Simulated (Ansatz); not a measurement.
CsCl:
```cif
data_ClCs
_chemical_formula_sum 'Cs1 Cl1'
_space_group_name_H-M_alt 'Pm-3m'
_space_group_IT_number 221
_space_group_name_Hall '-P 4 2 3'
_cell_length_a 4.06865
_cell_length_b 4.06865
_cell_length_c 4.06865
_cell_angle_alpha 90.000
_cell_angle_beta 90.000
_cell_angle_gamma 90.000
loop_
_atom_site_label
_atom_site_type_symbol
_atom_site_symmetry_multiplicity
_atom_site_Wyckoff_symbol
_atom_site_fract_x
_atom_site_fract_y
_atom_site_fract_z
_atom_site_occupancy
Cs1 Cs 1 a 0.00000 0.00000 0.00000 1
Cl1 Cl 1 b 0.50000 0.50000 0.50000 1
```

Relaxed with PBEsol.

Q: Decompose the optical modes at the zone centre into irreducible representations, and say which are infrared and Raman allowed.

A: Point group m-3m: Γ_opt = T1u. Infrared: T1u. Raman: none.

Q: Assign frequencies (DFPT, plane-wave PAW PBEsol (Ansatz code); without the LO–TO term).

A: T1u 93 cm⁻¹.

Symmetry was held in the PBEsol relaxation; phonons on a q-mesh show no instability. Scalar-relativistic: spin–orbit coupling is off unless named, which matters more the heavier the elements.

Potentials: the later of the program's two PAW sets.
